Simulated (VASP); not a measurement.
A run of VASP 6.6.1 is set up as follows.

Contents of INCAR:

```
ALGO     = Normal         # electronic algorithm
EDIFF    = 1E-7           # SCF threshold, eV
EDIFFG   = -0.002         # ionic threshold
ENCUT    = 350            # plane-wave cutoff, eV
IBRION   = 2              # ionic algorithm
ISIF     = 3              # what is computed and relaxed
ISMEAR   = 0              # smearing method
LASPH    = T              # aspherical terms in the spheres
LCHARG   = F              # write CHGCAR
LREAL    = F              # projectors in reciprocal space
LWAVE    = F              # write WAVECAR
NELM     = 60             # most SCF steps
NSW      = 80             # ionic steps
PREC     = Accurate       # precision mode
SIGMA    = 0.02           # smearing width, eV
```

The input KPOINTS:

```
k-points
0
Gamma
  6 6 6
```

File POSCAR:

```
CdS
1.0
    0.0000000000      2.9165000000      2.9165000000
    2.9165000000      0.0000000000      2.9165000000
    2.9165000000      2.9165000000      0.0000000000
Cd S
1 1
Direct
    0.0000000000      0.0000000000      0.0000000000
    0.2500000000      0.2500000000      0.2500000000
```

Potentials or basis: VASP PAW LDA potentials, release 64 (Cd, S).

Command:

```sh
$ cat potpaw_LDA.64/Cd/POTCAR potpaw_LDA.64/S/POTCAR > POTCAR
$ mpirun -np 1 vasp_std > vasp.out
```

Task: Predict the relaxed volume.

Result: 23.88 Å³/atom.

Task: Estimate the space group after relaxing (to 0.05 Å).

Result: F-43m (No. 216).

Task: What does it give for the band gap on the k mesh?

Result: 0.97 eV, direct.

Task: What does it give for the relaxed cell?

Result: a = 4.073 Å, b = 4.073 Å, c = 4.073 Å, α = 60.00°, β = 60.00°, γ = 60.00°.

Step by step:
| step | energy change (eV) | largest force (eV/Å) | pressure (GPa) | volume (Å³) |
| --- | --- | --- | --- | --- |
| 1 | 0.0000 | 0.0000 | -2.37 | 49.62 |
| 2 | -0.0117 | 0.0000 | 1.11 | 47.03 |
| 3 | -0.0142 | 0.0000 | 0.00 | 47.76 |

LDA usually gives volumes a few per cent too small. Zero-point motion and thermal expansion aren't in these numbers.
